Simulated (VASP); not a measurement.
# C: heating or cooling by molecular dynamics

C, P6_3/mmc (no. 194), 24 atoms in the cell. PBEsol, molecular dynamics; PAW potentials C (PBE set).

Ensemble: ramp; Target temperature (K): 800; Final target temperature (K): 1300; Thermostat: Nose-Hoover, SMASS 0.1.

## Input

INCAR:
```
ALGO = Fast
EDIFF = 1E-5
ENCUT = 400
GGA = PS
IBRION = 0
ISIF = 2
ISMEAR = -1
ISYM = 0
KPAR = 4
LASPH = True
LCHARG = False
LREAL = Auto
LWAVE = False
MDALGO = 2
NCORE = 2
NELM = 60
NELMIN = 4
NSW = 120
POTIM = 1.0
PREC = Normal
RANDOM_SEED = 53772 0 0
SIGMA = 0.069
SMASS = 0.1
TEBEG = 800
TEEND = 1300
```

KPOINTS:
```
k-points
0
Gamma
  3 2 2
```

POSCAR:
```
C
1.0
    4.9220000000      0.0000000000      0.0000000000
   -3.6915000000      6.3938655561      0.0000000000
    0.0000000000      0.0000000000      6.7080000000
C
24
Direct
    0.0000000000      0.0000000000      0.2500000000
    0.0000000000      0.3333333333      0.2500000000
    0.0000000000      0.6666666667      0.2500000000
    0.5000000000      0.0000000000      0.2500000000
    0.5000000000      0.3333333333      0.2500000000
    0.5000000000      0.6666666667      0.2500000000
    0.0000000000      0.0000000000      0.7500000000
    0.0000000000      0.3333333333      0.7500000000
    0.0000000000      0.6666666667      0.7500000000
    0.5000000000      0.0000000000      0.7500000000
    0.5000000000      0.3333333333      0.7500000000
    0.5000000000      0.6666666667      0.7500000000
    0.1666666667      0.2222222222      0.2500000000
    0.1666666667      0.5555555556      0.2500000000
    0.1666666667      0.8888888889      0.2500000000
    0.6666666667      0.2222222222      0.2500000000
    0.6666666667      0.5555555556      0.2500000000
    0.6666666667      0.8888888889      0.2500000000
    0.3333333333      0.1111111111      0.7500000000
    0.3333333333      0.4444444444      0.7500000000
    0.3333333333      0.7777777778      0.7500000000
    0.8333333333      0.1111111111      0.7500000000
    0.8333333333      0.4444444444      0.7500000000
    0.8333333333      0.7777777778      0.7500000000
```

Commands:
```
cat potpaw_PBE.64/C/POTCAR > POTCAR
mpirun -np 8 vasp_std > vasp.out
```

## Result

- Mean temperature (K): 1042
- Rise of the mean potential energy above the start (meV/atom): 131.3
- Mean pressure (GPa): -0.98
- Electronic steps per ionic step after the first: 5.2

Course of the run:

| Time (fs) | Temperature (K) | Potential energy less the first (meV/atom) |
|---|---|---|
| 1 | 804 | 0.0 |
| 10 | 438 | 65.2 |
| 19 | 931 | 153.0 |
| 28 | 1230 | 191.8 |
| 38 | 838 | 156.9 |
| 47 | 1214 | 75.7 |
| 56 | 664 | 109.7 |
| 65 | 1182 | 95.0 |
| 74 | 975 | 125.6 |
| 83 | 1259 | 158.9 |
| 93 | 860 | 200.4 |
| 102 | 1286 | 170.0 |
| 111 | 1221 | 162.3 |
| 120 | 1379 | 109.5 |

REPORT:
```
MDALGO =   2
               SCALING =       0
                 CNEXP =     9.000   14.000
           RANDOM_SEED =             53772                0                0

   original number of atomic DOF:         69
   number of independent constraints:      0
   number of active DOF:                  69

========================================
         MD step No.       1
========================================

  Atomic velocities initialized by STEP_tb

  >Energies
                    E_tot             E_pot             E_kin               EPS                ES
   e_b>   -0.22878423E+03   -0.23117504E+03    0.23908051E+01    0.00000000E+00    0.00000000E+00

  >Temperature
               T_sim     T_inst
   tmprt>    804.167    804.173

  >Thermostat:
           s(n+1) sdot(n+1)      s(n)   sdot(n)        Qs
   s_b>   0.00000   0.00000   0.00000   0.00000   0.10000

           RANDOM_SEED =             53772              144                0

[... steps left out ...]

========================================
         MD step No.     120
========================================

  >Energies
                    E_tot             E_pot             E_kin               EPS                ES
   e_b>   -0.23115358E+03   -0.22854684E+03    0.40988007E+01    0.16143387E-04   -0.67055610E+01

  >Temperature
               T_sim     T_inst
   tmprt>   1300.000   1378.676

  >Thermostat:
           s(n+1) sdot(n+1)      s(n)   sdot(n)        Qs
   s_b>  -0.86584   0.00295  -0.86750   0.00036   0.10000

           RANDOM_SEED =             53772              144                0
```

OSZICAR:
```
N       E                     dE             d eps       ncg     rms          rms(c)
DAV:   1     0.352279737332E+03    0.35228E+03   -0.42660E+04   984   0.120E+03
DAV:   2    -0.211084630753E+03   -0.56336E+03   -0.53213E+03  1205   0.283E+02
DAV:   3    -0.244470431875E+03   -0.33386E+02   -0.32950E+02  1152   0.715E+01
DAV:   4    -0.245177806653E+03   -0.70737E+00   -0.70489E+00  1248   0.109E+01
DAV:   5    -0.245196437132E+03   -0.18630E-01   -0.18622E-01  1219   0.166E+00    0.223E+01
RMM:   6    -0.234473247174E+03    0.10723E+02   -0.10077E+01   976   0.106E+01    0.130E+01
RMM:   7    -0.231124476644E+03    0.33488E+01   -0.17902E+01   991   0.146E+01    0.320E+00
RMM:   8    -0.231318416735E+03   -0.19394E+00   -0.19562E+00   976   0.490E+00    0.211E+00
RMM:   9    -0.231165392926E+03    0.15302E+00   -0.43201E-01   976   0.248E+00    0.317E-01
RMM:  10    -0.231173709504E+03   -0.83166E-02   -0.79351E-02   990   0.120E+00    0.291E-01
RMM:  11    -0.231177528451E+03   -0.38189E-02   -0.51017E-02   977   0.849E-01    0.407E-01
RMM:  12    -0.231179622871E+03   -0.20944E-02   -0.11848E-02   979   0.455E-01    0.472E-01
[... left out ...]
    119 T=  1312. E= -.23113116E+03 F= -.22835134E+03 E0= -.22833386E+03  EK= 0.39009E+01 SP= -.67E+01 SK= 0.18E-03
[... last step whole ...]
       N       E                     dE             d eps       ncg     rms          rms(c)
DAV:   1    -0.228544621321E+03   -0.19328E+00   -0.28251E-02  1408   0.328E+00    0.147E-01
RMM:   2    -0.228546649197E+03   -0.20279E-02   -0.20713E-02   976   0.659E-01    0.549E-02
RMM:   3    -0.228546809246E+03   -0.16005E-03   -0.17987E-03   995   0.194E-01    0.498E-02
RMM:   4    -0.228546835365E+03   -0.26118E-04   -0.42779E-04  1040   0.791E-02    0.366E-02
RMM:   5    -0.228546838249E+03   -0.28843E-05   -0.87316E-05   857   0.341E-02
    120 T=  1379. E= -.23115358E+03 F= -.22854684E+03 E0= -.22852826E+03  EK= 0.40988E+01 SP= -.67E+01 SK= 0.16E-04
```

Limits: 120 fs of 24 atoms are too short for converged averages; the cell is only 4.3 Å across, so each atom moves in step with near copies of itself.

VASP 6.6.1 took 343 s on 8 cores (Intel Xeon Platinum 8488C (Sapphire Rapids)), a shared host.
